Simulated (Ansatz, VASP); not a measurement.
## BeAu: VASP beside Ansatz

Wanted: the spread between two codes on one cell, functional and k mesh.

Main program and level: Ansatz 0.2.0; plane waves, with VASP 6.6.1 beside it; relaxation of cell and atoms at r2SCAN with rVV10.

The database entry behind the starting cell is an old determination (1947), so it need not match the best structure at ambient conditions.

**1. Set-up**

The structure is cubic, space group P2_13 (No. 198). Conventional cell: a = 4.668 Å, b = 4.668 Å, c = 4.668 Å, α = 90.00°, β = 90.00°, γ = 90.00°. Nearest to Be lie 7 Au at 2.47 to 2.53 Å. Au has 7 Be at 2.47 to 2.53 Å nearest. Farther neighbours are not listed.

**2. VASP: relaxation of cell and atoms, r2SCAN with rVV10**

The relaxed volume is the usual yardstick between codes: its relative difference is about their pressure difference at one cell divided by the bulk modulus.

Lines of VASP's logs that name or quote its potential files are left out, and so is its time.

INCAR reads:

```
SYSTEM = BeAu
PREC = Accurate
ENCUT = 520
EDIFF = 1E-06
NELM = 100
ISMEAR = -1
SIGMA = 0.05
LREAL = .FALSE.
ALGO = Normal
METAGGA = R2SCAN
LUSE_VDW = .TRUE.
IVDW_NL = 2
BPARAM = 11.95
CPARAM = 0.0093
LASPH = .TRUE.
NBANDS = 34
LORBIT = 11
LWAVE = .FALSE.
LCHARG = .FALSE.
KPAR = 8
IBRION = 2
NSW = 60
ISIF = 3
EDIFFG = -0.01
```

POSCAR reads:

```
BeAu
1.0
    4.6680000000      0.0000000000      0.0000000000
    0.0000000000      4.6680000000      0.0000000000
    0.0000000000      0.0000000000      4.6680000000
Be Au
4 4
Direct
    0.8440000000      0.8440000000      0.8440000000
    0.6560000000      0.1560000000      0.3440000000
    0.3440000000      0.6560000000      0.1560000000
    0.1560000000      0.3440000000      0.6560000000
    0.1500000000      0.1500000000      0.1500000000
    0.3500000000      0.8500000000      0.6500000000
    0.6500000000      0.3500000000      0.8500000000
    0.8500000000      0.6500000000      0.3500000000
```

KPOINTS reads:

```
Automatic mesh
0
Gamma
5 5 5
0 0 0
```

Potentials, in the order of the species: Be and Au (PBE family, release 64).

On the command line:

```sh
$ mpirun -np 8 vasp_std
```

Numbers of over 12 decimals in the logs are rounded to 6 here.

Log:

```text
[banner, memory and clock lines left out]
running    8 mpi-ranks, on    1 nodes
 distrk:  each k-point on    1 cores,    8 groups
 distr:  one band on    1 cores,    1 groups

 POSCAR found type information on POSCAR BeAu
 POSCAR found :  2 types and       8 ions
|                                                                             |
|           W    W    AA    RRRRR   N    N  II  N    N   GGGG   !!!           |
|           W    W   A  A   R    R  NN   N  II  NN   N  G    G  !!!           |
|           W    W  A    A  R    R  N N  N  II  N N  N  G       !!!           |
|           W WW W  AAAAAA  RRRRR   N  N N  II  N  N N  G  GGG   !            |
|           WW  WW  A    A  R   R   N   NN  II  N   NN  G    G                |
|           W    W  A    A  R    R  N    N  II  N    N   GGGG   !!!           |
|                                                                             |
|     For optimal performance we recommend to set                             |
|       NCORE = 2 up to number-of-cores-per-socket                            |
|     NCORE specifies how many cores store one orbital (NPAR=cpu/NCORE).      |
|     This setting can greatly improve the performance of VASP for DFT.       |
|     The default, NCORE=1 might be grossly inefficient on modern             |
|     multi-core architectures or massively parallel machines. Do your        |
|     Unfortunately you need to use the default for GW and RPA                |
|     calculations (for HF NCORE is supported but not extensively tested      |
|     yet).                                                                   |
|                                                                             |

|                                                                             |
|               ----> ADVICE to this user running VASP <----                  |
|                                                                             |
|     You have switched on vdW-DFT.                                           |
|     This routine was written and supplied by Jiri Klimes. We recommend      |
|     that you carefully read and cite the following publications:            |
|       J. Klimes, D.R. Bowler, A. Michelides                                 |
|          J. Phys.: Cond Matt. 22 022201 (2010)                              |
|       J. Klimes, D.R. Bowler, A. Michelides                                 |
|          Phys. Rev. B. 83, 195131 (2011)                                    |
|     and references therein.                                                 |
|                                                                             |

|                                                                             |
|               ----> ADVICE to this user running VASP <----                  |
|                                                                             |
|     You enforced a specific xc type in the INCAR file but a different       |
|     [... a line on the potential file left out ...]
|     I HOPE YOU KNOW WHAT YOU ARE DOING!                                     |
|                                                                             |

 LDA part: xc-table for (None), standard interpolation
 POSCAR, INCAR and KPOINTS ok, starting setup
 FFT: planning ... GRIDC
 FFT: planning ... GRID_SOFT
 FFT: planning ... GRID
 WAVECAR not read
 entering main loop
       N       E                     dE             d eps       ncg     rms          rms(c)
Total rVV10 correction in eV:      0.9201782    60.1025277
Total rVV10 correction in eV:      0.9201782    60.1025277
Total rVV10 correction in eV:      0.9201782    60.1025277
Total rVV10 correction in eV:      0.9201782    60.1025277
Total rVV10 correction in eV:      0.9201782    60.1025277
Total rVV10 correction in eV:      0.9201782    60.1025277
Total rVV10 correction in eV:      0.9201782    60.1025277
Total rVV10 correction in eV:      0.9201782    60.1025277
DAV:   1     0.864700121835E+02    0.86470E+02   -0.26244E+04   748   0.149E+03
DAV:   2    -0.228184084804E+03   -0.31465E+03   -0.30168E+03   792   0.312E+02
DAV:   3    -0.239854160851E+03   -0.11670E+02   -0.11405E+02   942   0.635E+01
DAV:   4    -0.240041910818E+03   -0.18775E+00   -0.18730E+00   888   0.894E+00
DAV:   5    -0.240045369798E+03   -0.34590E-02   -0.34558E-02   952   0.121E+00    0.223E+01
Total rVV10 correction in eV:      0.8362570    60.1025274
Total rVV10 correction in eV:      0.8362570    60.1025274
[...]
Total rVV10 correction in eV:      0.8332385    60.1025272
Total rVV10 correction in eV:      0.8332385    60.1025272
Total rVV10 correction in eV:      0.8332385    60.1025272
Total rVV10 correction in eV:      0.8332385    60.1025272
Total rVV10 correction in eV:      0.8332385    60.1025272
Total rVV10 correction in eV:      0.8332385    60.1025272
Total rVV10 correction in eV:      0.8332385    60.1025272
DAV:   5    -0.220036443688E+03   -0.33979E-06   -0.16211E-06   562   0.773E-03
Total rVV10 correction in eV:      0.8332332    60.1025272
Total rVV10 correction in eV:      0.8332332    60.1025272
Total rVV10 correction in eV:      0.8332332    60.1025272
Total rVV10 correction in eV:      0.8332332    60.1025272
Total rVV10 correction in eV:      0.8332332    60.1025272
Total rVV10 correction in eV:      0.8332332    60.1025272
[...]
DAV:   3    -0.220036453608E+03    0.11109E-05   -0.42546E-06   830   0.119E-02    0.993E-03
Total rVV10 correction in eV:      0.8333777    60.1025272
Total rVV10 correction in eV:      0.8333777    60.1025272
Total rVV10 correction in eV:      0.8333777    60.1025272
Total rVV10 correction in eV:      0.8333777    60.1025272
Total rVV10 correction in eV:      0.8333777    60.1025272
Total rVV10 correction in eV:      0.8333777    60.1025272
Total rVV10 correction in eV:      0.8333777    60.1025272
Total rVV10 correction in eV:      0.8333777    60.1025272
DAV:   4    -0.220036452336E+03    0.12726E-05   -0.14721E-06   460   0.573E-03    0.867E-04
Total rVV10 correction in eV:      0.8333797    60.1025272
Total rVV10 correction in eV:      0.8333797    60.1025272
Total rVV10 correction in eV:      0.8333797    60.1025272
Total rVV10 correction in eV:      0.8333797    60.1025272
Total rVV10 correction in eV:      0.8333797    60.1025272
Total rVV10 correction in eV:      0.8333797    60.1025272
Total rVV10 correction in eV:      0.8333797    60.1025272
Total rVV10 correction in eV:      0.8333797    60.1025272
DAV:   5    -0.220036452491E+03   -0.15505E-06   -0.17930E-07   414   0.279E-03
Total rVV10 correction in eV:      0.8333777    60.1025272
Total rVV10 correction in eV:      0.8333777    60.1025272
Total rVV10 correction in eV:      0.8333777    60.1025272
Total rVV10 correction in eV:      0.8333777    60.1025272
Total rVV10 correction in eV:      0.8333777    60.1025272
Total rVV10 correction in eV:      0.8333777    60.1025272
Total rVV10 correction in eV:      0.8333777    60.1025272
Total rVV10 correction in eV:      0.8333777    60.1025272
Total rVV10 correction in eV:      0.8333787    60.1025272
Total rVV10 correction in eV:      0.8333787    60.1025272
Total rVV10 correction in eV:      0.8333787    60.1025272
Total rVV10 correction in eV:      0.8333787    60.1025272
Total rVV10 correction in eV:      0.8333787    60.1025272
Total rVV10 correction in eV:      0.8333787    60.1025272
Total rVV10 correction in eV:      0.8333787    60.1025272
Total rVV10 correction in eV:      0.8333787    60.1025272
   9 F= -.22003645E+03 E0= -.22002485E+03  d E =-.191774E-03
 curvature:  -1.23 expect dE=-0.296E-03 dE for cont linesearch -0.824E-06
 trial: gam= 1.29844 g(F)=  0.459E-04 g(S)=  0.196E-03 ort = 0.120E-04 (trialstep = 0.587E+00)
 search vector abs. value=  0.633E-03
 bond charge predicted
       N       E                     dE             d eps       ncg     rms          rms(c)
Total rVV10 correction in eV:      0.8333907    60.1025272
Total rVV10 correction in eV:      0.8333907    60.1025272
Total rVV10 correction in eV:      0.8333907    60.1025272
Total rVV10 correction in eV:      0.8333907    60.1025272
Total rVV10 correction in eV:      0.8333907    60.1025272
Total rVV10 correction in eV:      0.8333907    60.1025272
Total rVV10 correction in eV:      0.8333907    60.1025272
Total rVV10 correction in eV:      0.8333907    60.1025272
DAV:   1    -0.220036707114E+03   -0.25478E-03   -0.41044E-02   748   0.969E-01    0.999E-02
Total rVV10 correction in eV:      0.8329583    60.1025272
Total rVV10 correction in eV:      0.8329583    60.1025272
Total rVV10 correction in eV:      0.8329583    60.1025272
Total rVV10 correction in eV:      0.8329583    60.1025272
Total rVV10 correction in eV:      0.8329583    60.1025272
Total rVV10 correction in eV:      0.8329583    60.1025272
Total rVV10 correction in eV:      0.8329583    60.1025272
Total rVV10 correction in eV:      0.8329583    60.1025272
DAV:   2    -0.220036561854E+03    0.14526E-03   -0.12433E-03   902   0.247E-01    0.341E-02
Total rVV10 correction in eV:      0.8329472    60.1025272
Total rVV10 correction in eV:      0.8329472    60.1025272
Total rVV10 correction in eV:      0.8329472    60.1025272
Total rVV10 correction in eV:      0.8329472    60.1025272
Total rVV10 correction in eV:      0.8329472    60.1025272
Total rVV10 correction in eV:      0.8329472    60.1025272
Total rVV10 correction in eV:      0.8329472    60.1025272
Total rVV10 correction in eV:      0.8329472    60.1025272
DAV:   3    -0.220036561660E+03    0.19373E-06   -0.39915E-05   896   0.366E-02    0.232E-02
Total rVV10 correction in eV:      0.8329610    60.1025272
Total rVV10 correction in eV:      0.8329610    60.1025272
Total rVV10 correction in eV:      0.8329610    60.1025272
Total rVV10 correction in eV:      0.8329610    60.1025272
Total rVV10 correction in eV:      0.8329610    60.1025272
Total rVV10 correction in eV:      0.8329610    60.1025272
Total rVV10 correction in eV:      0.8329610    60.1025272
Total rVV10 correction in eV:      0.8329610    60.1025272
DAV:   4    -0.220036562147E+03   -0.48703E-06   -0.11212E-05   890   0.151E-02    0.282E-03
Total rVV10 correction in eV:      0.8329574    60.1025272
Total rVV10 correction in eV:      0.8329574    60.1025272
Total rVV10 correction in eV:      0.8329574    60.1025272
Total rVV10 correction in eV:      0.8329574    60.1025272
Total rVV10 correction in eV:      0.8329574    60.1025272
Total rVV10 correction in eV:      0.8329574    60.1025272
Total rVV10 correction in eV:      0.8329574    60.1025272
Total rVV10 correction in eV:      0.8329574    60.1025272
DAV:   5    -0.220036561914E+03    0.23377E-06   -0.53766E-07   454   0.448E-03
Total rVV10 correction in eV:      0.8329617    60.1025272
Total rVV10 correction in eV:      0.8329617    60.1025272
Total rVV10 correction in eV:      0.8329617    60.1025272
Total rVV10 correction in eV:      0.8329617    60.1025272
Total rVV10 correction in eV:      0.8329617    60.1025272
Total rVV10 correction in eV:      0.8329617    60.1025272
Total rVV10 correction in eV:      0.8329617    60.1025272
Total rVV10 correction in eV:      0.8329617    60.1025272
Total rVV10 correction in eV:      0.8329603    60.1025272
Total rVV10 correction in eV:      0.8329603    60.1025272
Total rVV10 correction in eV:      0.8329603    60.1025272
Total rVV10 correction in eV:      0.8329603    60.1025272
Total rVV10 correction in eV:      0.8329603    60.1025272
Total rVV10 correction in eV:      0.8329603    60.1025272
Total rVV10 correction in eV:      0.8329603    60.1025272
Total rVV10 correction in eV:      0.8329603    60.1025272
  10 F= -.22003656E+03 E0= -.22002496E+03  d E =-.109423E-03
 trial-energy change:   -0.000109  1 .order   -0.000108   -0.000151   -0.000064
 step:   1.0235(harm=  1.0235)  dis= 0.00121  next Energy=  -220.036584 (dE=-0.132E-03)
 reached required accuracy - stopping structural energy minimisation
```

OUTCAR, selected parts (step 2):

```text
ion  position               nearest neighbor table
   1  0.844  0.844  0.844-   5 2.47   6 2.48   7 2.48   8 2.48   7 2.53   8 2.53   6 2.53
   2  0.656  0.156  0.344-   6 2.47   5 2.48   7 2.48   8 2.48   7 2.53   8 2.53   5 2.53
   3  0.344  0.656  0.156-   7 2.47   6 2.48   5 2.48   8 2.48   8 2.53   6 2.53   5 2.53
   4  0.156  0.344  0.656-   8 2.47   6 2.48   7 2.48   5 2.48   6 2.53   5 2.53   7 2.53
   5  0.150  0.150  0.150-   1 2.47   2 2.48   3 2.48   4 2.48   3 2.53   4 2.53   2 2.53   6 2.88
                             7 2.88   8 2.88   6 2.88   8 2.88   7 2.88
   6  0.350  0.850  0.650-   2 2.47   1 2.48   3 2.48   4 2.48   3 2.53   4 2.53   1 2.53   8 2.88
                             5 2.88   5 2.88   7 2.88   7 2.88   8 2.88
   7  0.650  0.350  0.850-   3 2.47   2 2.48   1 2.48   4 2.48   4 2.53   2 2.53   1 2.53   8 2.88
                             5 2.88   8 2.88   6 2.88   6 2.88   5 2.88
   8  0.850  0.650  0.350-   4 2.47   2 2.48   3 2.48   1 2.48   2 2.53   1 2.53   3 2.53   7 2.88
                             5 2.88   7 2.88   5 2.88   6 2.88   6 2.88

  LATTYP: Found a simple cubic cell.
 ALAT       =     4.6680000000

 Subroutine GETGRP returns: Found 12 space group operations
 (whereof  3 operations were pure point group operations)

The static configuration has the point symmetry C_3 .
 The point group associated with its full space group is T   .

 Found     11 irreducible k-points:

   k-points           NKPTS =     11   k-points in BZ     NKDIM =     11   number of bands    NBANDS=     34

   dimension x,y,z NGX =    36 NGY =   36 NGZ =   36
   dimension x,y,z NGXF=    72 NGYF=   72 NGZF=   72

   ENCUT  =  520.0 eV  38.22 Ry    6.18 a.u.   8.68  8.68  8.68*2*pi/ulx,y,z

   NELECT =      52.0000    total number of electrons

 k-points in reciprocal lattice and weights: Automatic mesh
   0.00000000  0.00000000  0.00000000       0.008
   0.20000000  0.00000000  0.00000000       0.048
   0.40000000  0.00000000  0.00000000       0.048
   0.20000000  0.20000000  0.00000000       0.096
   0.40000000  0.20000000  0.00000000       0.096
  -0.20000000  0.40000000  0.00000000       0.096
   0.40000000  0.40000000  0.00000000       0.096
   0.20000000  0.20000000  0.20000000       0.064
   0.40000000  0.20000000  0.20000000       0.192
   0.40000000  0.40000000  0.20000000       0.192
   0.40000000  0.40000000  0.40000000       0.064

 average (electrostatic) potential at core
       1 -32.0046       2 -32.0046       3 -32.0046       4 -32.0046       5 -71.2049
       6 -71.2049       7 -71.2049       8 -71.2049

 E-fermi :   8.8507

 k-point     1 :       0.0000    0.0000    0.0000
  band No.  band energies     occupation
    ...
     23       6.4410      2.00000
     24       6.4410      2.00000
     25       8.4075      1.99972
     26       8.4075      1.99972
     27       8.4075      1.99972
     28      13.5078      0.00000
     29      13.5078      0.00000
     30      13.8679      0.00000
     31      13.8679      0.00000
     32      13.8679      0.00000
    ...

 k-point     2 :       0.2000    0.0000    0.0000
  band No.  band energies     occupation
    ...
     22       5.3335      2.00000
     23       6.5263      2.00000
     24       7.1451      2.00000
     25       8.0061      2.00000
     26       8.2198      1.99999
     27      10.2562      0.00000
     28      12.2658      0.00000
     29      12.3062      0.00000
     30      12.5471      0.00000
     31      13.0957      0.00000
    ...

 k-point     3 :       0.4000    0.0000    0.0000
  band No.  band energies     occupation
    ...
     22       5.3312      2.00000
     23       6.9135      2.00000
     24       6.9188      2.00000
     25       8.0706      2.00000
     26       8.6281      1.97698
     27       9.7886      0.00000
     28      10.6117      0.00000
     29      11.9485      0.00000
     30      12.0507      0.00000
     31      14.4212      0.00000
    ...

  Total       -0.0365829     -0.0365829     -0.0365829     -0.0000000     -0.0000000      0.0000000
  in kB       -0.5726977     -0.5726977     -0.5726977     -0.0000000     -0.0000000      0.0000000
  external PRESSURE =      -0.5726977 kB  Pullay stress =       0.0000000 kB

  energy-cutoff  :      520.00
  volume of cell :      102.34
      direct lattice vectors                 reciprocal lattice vectors
     4.677580819  0.000000000  0.000000000     0.213785724 -0.000000000 -0.000000000
     0.000000000  4.677580819 -0.000000000    -0.000000000  0.213785724  0.000000000
     0.000000000 -0.000000000  4.677580819    -0.000000000  0.000000000  0.213785724

 POSITION                                       TOTAL-FORCE (eV/Angst)
 -----------------------------------------------------------------------------------
      3.95656      3.95656      3.95656        -0.004641     -0.004641     -0.004641
      3.05981      0.72102      1.61777         0.004641      0.004641     -0.004641
      1.61777      3.05981      0.72102        -0.004641      0.004641      0.004641
      0.72102      1.61777      3.05981         0.004641     -0.004641      0.004641
      0.71888      0.71888      0.71888         0.001236      0.001236      0.001236
      1.61991      3.95871      3.05767        -0.001236     -0.001236      0.001236
      3.05767      1.61991      3.95871         0.001236     -0.001236     -0.001236
      3.95871      3.05767      1.61991        -0.001236      0.001236     -0.001236
 -----------------------------------------------------------------------------------
    total drift:                               -0.000000     -0.000000     -0.000000

  FREE ENERGIE OF THE ION-ELECTRON SYSTEM (eV)
  ---------------------------------------------------
  free  energy   TOTEN  =      -220.0365619136 eV

  energy  without entropy=     -220.0133566557  energy(sigma->0) =     -220.02495928

 reached required accuracy - stopping structural energy minimisation

 total charge
# of ion       s       p       d       tot
------------------------------------------
    1        0.360   0.524   0.000   0.884
    2        0.360   0.524   0.000   0.884
    3        0.360   0.524   0.000   0.884
    4        0.360   0.524   0.000   0.884
    5        0.652   0.572   8.633   9.858
    6        0.652   0.572   8.633   9.858
    7        0.652   0.572   8.633   9.858
    8        0.652   0.572   8.633   9.858
--------------------------------------------------
tot          4.051   4.383  34.534  42.968

[... 3 further parts left out ...]
```

CONTCAR:

```
BeAu
   1.00000000000000
     4.6775808192236630    0.0000000000000001    0.0000000000000000
     0.0000000000000000    4.6775808192236630   -0.0000000000000000
     0.0000000000000000   -0.0000000000000000    4.6775808192236630
  Be              Au
     4     4
Direct
     0.8458563162103470    0.8458563162103470    0.8458563162103471
     0.6541436837896530    0.1541436837896530    0.3458563162103471
     0.3458563162103471    0.6541436837896530    0.1541436837896530
     0.1541436837896530    0.3458563162103471    0.6541436837896529
     0.1536853119558455    0.1536853119558455    0.1536853119558455
     0.3463146880441545    0.8463146880441546    0.6536853119558454
     0.6536853119558454    0.3463146880441545    0.8463146880441546
     0.8463146880441546    0.6536853119558454    0.3463146880441545
```

(Continued in part 2 of 2.)

[Lines on the potential files, build, host, timing and source positions are cut from VASP's logs without a mark.]

[Logs are printed without paths, hosts, clocks, repeated set-up lines and the standing remarks that a program may print on its own settings, such as how far it seeks lower states.]

[Hosts, paths, dates, database ids (printed as entryN), source tags and the programs' standing remarks are cut or masked in the printed files.]
